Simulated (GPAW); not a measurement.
# SnSe: single point with PBE

SnSe:

```
CELL_PARAMETERS angstrom
0.00000 3.01000 3.01000
3.01000 0.00000 3.01000
3.01000 3.01000 0.00000
ATOMIC_POSITIONS crystal
Sn 0.00000 0.00000 0.00000
Se 0.50000 0.50000 0.50000
```

Measurements of this composition are mostly on another form, of space group No. 62.

```
Program             : GPAW 26.7.0
Task                : single point
Functional          : PBE
Potentials or basis : GPAW PAW data sets (gpaw-data 1.2.1)
Cutoff              : 600 eV
Basis               : pw
k mesh              : 8 × 8 × 8
Occupations         : gaussian, width 0.02 eV
Spin                : no spin polarisation
Maxiter             : 150
```

* Pressure: 0.8 GPa
* Band gap on the k mesh: 0.60 eV, direct

Levels at points of the mesh, in eV from the valence-band top:
```
           k point  band 7  band 8  band 9  band 10  band 11  band 12  band 13  band 14
(0.00, 0.00, 0.00)   -5.04   -2.19   -2.19    -2.19     4.32     4.32     4.32     5.88
(0.50, 0.50, 0.00)   -5.98   -5.46   -3.63    -3.63     3.04     5.35     5.35     5.97
(0.50, 0.50, 0.50)   -8.03   -1.94   -1.94     0.00     0.60     1.25     1.25     8.26
```

Run time: 14 s on 1 thread of Arm Neoverse V2, on a shared host, peak memory 0.16 GiB.

Caveat: spin-orbit coupling is left out, which moves the levels of the heavy elements. A k mesh can miss the band edges.
